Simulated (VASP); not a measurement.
Input:

```yaml
crystal:
  lattice:
    - [4.09402, 0.00000, 0.00000]
    - [0.00000, 4.09402, 0.00000]
    - [0.00000, 0.00000, 4.09402]
  atoms:
    - { symbol: Ba, position: [0.00000, 0.00000, 0.00000] }
    - { symbol: Sn, position: [0.50000, 0.50000, 0.50000] }
    - { symbol: O, position: [0.50000, 0.00000, 0.50000] }
    - { symbol: O, position: [0.00000, 0.50000, 0.50000] }
    - { symbol: O, position: [0.50000, 0.50000, 0.00000] }
```

Level of theory: PBEsol GGA, VASP's PBE PAW potentials (set 64) (plane waves; VASP 6.6.1). Numerical set-up: 520 eV cut-off, 6×6×6 Γ-centred mesh, Gaussian smearing of 0.050 eV, potentials Ba_sv Sn_d O.

The job: BaSnO₃ (cubic perovskite), 5 atoms, PBEsol, static run, 520 eV, 6×6×6 Γ-centred mesh. Roughly how much core time does it take on a busy server core?

About 20 core-seconds (one run on a shared machine, a rough figure). It had 20 irreducible k-points, 25 bands, up to 1865 plane waves and 14 electronic steps.

The compound is BaSnO3 in the cubic perovskite structure. This cell is one point of a volume scan, at 0.97 of the reference volume.
